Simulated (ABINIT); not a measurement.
Input of an ABINIT 10.8.3 (patched build) run:

File run.abi:

```
# Datasets: one volume each
ndtset 7
getwfk -1
scalecart1 3*0.9795861087
scalecart2 3*0.9864848297
scalecart3 3*0.9932883884
scalecart4 3*1.0000000000
scalecart5 3*1.0066227096
scalecart6 3*1.0131594038
scalecart7 3*1.0196128224

# Pseudopotentials
pp_dirpath "./"
pseudos "In.GGA_PBE-JTH.xml, P.GGA_PBE-JTH.xml"

# Structure
acell 3*1.0
rprim
     0.0000000000     5.5378424082     5.5378424082
     5.5378424082     0.0000000000     5.5378424082
     5.5378424082     5.5378424082     0.0000000000
ntypat 2
znucl 49 15
natom 2
typat 1 2
xred
     0.0000000000     0.0000000000     0.0000000000
     0.7500000000     0.7500000000     0.7500000000

# Plane-wave basis
ecut 408.170794 eV
pawecutdg 30.0

# k points
kptopt 1
ngkpt 8 8 8
nshiftk 1
shiftk 0.0 0.0 0.0

# Exchange and correlation
ixc 11

# Bands and occupations
nband 13
occopt 3
tsmear 0.00183747

# SCF cycle
nstep 100
tolvrs 1.0e-9

# Output
iomode 3
prtwf 1
prtden 0
prteig 0
prtebands 0
enunit 2
```

Potentials or basis: JTH PAW PBE v2.0.

Command:

```sh
$ abinit run.abi > log 2>&1
```

(1) Predict the bulk modulus.

(2) Predict the pressure derivative of the bulk modulus.

(3) Estimate the equilibrium volume.

Results:

(1) 58 GPa.

(2) 5.0.

(3) 26.49 Å³/atom.

Caveat: the cutoff is too short for stress, so the log's stress isn't used; pressures at fixed basis lie under the slope of the energies.

**Measured values to compare with.**

A printed reference work, data compilation reports, for a bulk crystal of InP: bulk modulus 71 GPa.

A measured bulk modulus of InP is 71 GPa (a printed reference work, data compilation); the calculated 58 GPa misses it by -18.9 %. The fit is for a static lattice scaled at fixed shape and fixed fractional positions.
